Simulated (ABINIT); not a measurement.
Runs of ABINIT 10.8.3 (patched build) on Sn. The structure is cubic, space group Fd-3m (No. 227). The conventional cell has a = 6.467 Å, b = 6.467 Å, c = 6.467 Å, α = 90.00°, β = 90.00°, γ = 90.00°. Sn (site symmetry -43m) has 4 Sn at 2.80 Å as nearest neighbours. This isn't the form of Sn at room conditions, which is tetragonal (white tin).

```tsv
task	level	potentials or basis	k mesh	cutoff (eV)	smearing	fine-grid cutoff	gap on the mesh (eV)	pressure (GPa)	V0 of scaled cells (Å³/atom)	B0 (GPa)
single point	PBE	JTH PAW PBE v2.0	7 × 7 × 7	599	methfessel-paxton 0.1 eV	1197.3 eV	none	(b)	-	-
single point	LDA	JTH PAW LDA v2.0	6 × 6 × 6	408	fermi-dirac 0.05 eV	816.342 eV	none	-	-	-
equation of state	LDA-PZ	JTH PAW LDA v2.0 sp	7 × 7 × 7	408	fermi-dirac 0.05 eV	816.342 eV	-	-	34.04	45
equation of state	WC	JTH PAW PBE v2.0 sp	7 × 7 × 7	408	fermi-dirac 0.05 eV	816.342 eV	-	-	35.15	42
band structure	AM05	JTH PAW PBE v2.0 sp	7 × 7 × 7	408	fermi-dirac 0.05 eV	816.342 eV	none	-	-	-
single point	PBEsol	JTH PAW PBE v2.0	7 × 7 × 7	707	fermi-dirac 0.05 eV	1306.15 eV	none	(a)	-	-
band structure	OLYP	JTH PAW PBE v2.0 sp	7 × 7 × 7	408	fermi-dirac 0.05 eV	816.342 eV	none	-	-	-
band structure	PBE	PseudoDojo NC SR PBE v0.4.1 standard	7 × 7 × 7	980	fermi-dirac 0.05 eV	-	none	3.9	-	-
```

Alike in all rows: no spin polarisation; cell as given.

Task: Estimate the missing entries.

Result: (a) 1.2; (b) 3.8.

Caveats: this set keeps more shells in the core, which shifts pressures and gaps (some runs); the PAW data sets were made with another functional, which shifts forces and pressure a little (some runs); pressures at fixed basis lie under the slope of the energies (some runs).

A k mesh can miss the band edges, and the runs leave out spin-orbit coupling on Sn.

A gap of «none» marks a metal or a gap under the smearing width.

Not every run made on this cell is shown here.
